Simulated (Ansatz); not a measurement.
La: reading a single point

```
La
1.0
    -2.48798    2.48798    2.48798
     2.48798   -2.48798    2.48798
     2.48798    2.48798   -2.48798
La
1
Direct
  0.00000 0.00000 0.00000
```

The numbers come from plane-wave PAW DFT (Ansatz): r2SCAN, spin-orbit coupling, 500 eV, 10×10×10 Γ-centred k points, fermi-dirac occupations (width 0.1 eV). Nothing was relaxed.

The state carries no moments; the state need not be the lowest.

Question: What does the stress say?

Answer: The pressure is -6.1 GPa (compression positive), so with the atoms held at these fractions the cell would first shrink.

Question: What happens at the Fermi level?

Answer: It is a metal, with about 3.3 states/eV a cell as the mean within 0.25 eV of the Fermi level, mostly La d (83 %).

Origin: a known structure type with other elements, at an estimated volume, so it need not be a known compound. Caveats: started without moments under time reversal, so no moment could form; f levels without a U or exact exchange are poorly placed.
